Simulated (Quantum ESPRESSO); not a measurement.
## HgTe (Coloradoite) under changes of volume

One of the cells (33.215 Å³/atom); the others are scaled copies at fixed shape and fractional positions:

```
Hg Te
1.0
     0.00000    3.21450    3.21450
     3.21450    0.00000    3.21450
     3.21450    3.21450    0.00000
Hg Te
1 1
Direct
  0.00000 0.00000 0.00000
  0.75000 0.75000 0.75000
```

* Program: Quantum ESPRESSO 7.5
* Functional: PBE
* Potentials or basis: SSSP 1.3 efficiency PBE
* Cutoff: 816 eV
* Density cutoff: 5987 eV
* k mesh: 7 × 7 × 7
* Occupations: fermi-dirac, width 0.05 eV
* Spin: no spin polarisation

```csv
volume (Å³/atom),energy over the lowest point (meV/atom),pressure (GPa)
31.223,122.88,8.8
31.887,89.30,7.3
32.551,61.77,5.9
33.215,39.62,4.7
33.880,22.27,3.6
34.544,?,?
35.208,0.00,1.8
```

Task: What does the run at 34.544 Å³/atom give?

Result: Energy over the lowest point 9.22 meV/atom; pressure 2.6 GPa.

Worked out: A Birch-Murnaghan fit of order 3 (a polynomial in V^(-2/3)) to the other rows has no minimum within the range. It gives 9.22 meV/atom at 34.544 Å³/atom, against the run's 9.22, and -dE/dV = 2.7 GPa, against 2.6.

Energies are extrapolated to zero smearing.
